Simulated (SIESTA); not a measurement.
Ta:

```
Ta
1.0
    -1.65128    1.65128    1.65128
     1.65128   -1.65128    1.65128
     1.65128    1.65128   -1.65128
Ta
1
Direct
  0.00000 0.00000 0.00000
```

Base run:

```yaml
Program: SIESTA 5.4.2
Functional: vdW-DF-cx
Potentials_or_basis: PseudoDojo 0.4 standard (PBE files)
Basis: DZP (energy shift 0.003 Ry; two zetas on semicore shells)
Grid_cutoff: 800 Ry
Energy_shift: 0.003 Ry
k_mesh: 11 × 11 × 11
Occupations: fermi-dirac, width 0.05 eV
Spin: no spin polarisation
```

Its results: band gap on the k mesh none (metal or under the smearing width); pressure -2.8 GPa.

The run is repeated on the same cell with these changes: functional from vdW-DF-cx to PBEsol; potentials or basis from PseudoDojo 0.4 standard (PBE files) to PseudoDojo 0.4 standard (PBEsol files). What comes out?

Band gap on the k mesh none (metal or under the smearing width); pressure -3.9 GPa.

Caveats: short orbitals over semicore shells can move pressures by several GPa; the basis of atomic orbitals isn't converged, which shifts pressures, moduli and gaps; the potentials were made for another functional, which shifts forces and pressure (some runs).

Not every run made on this cell is shown here.
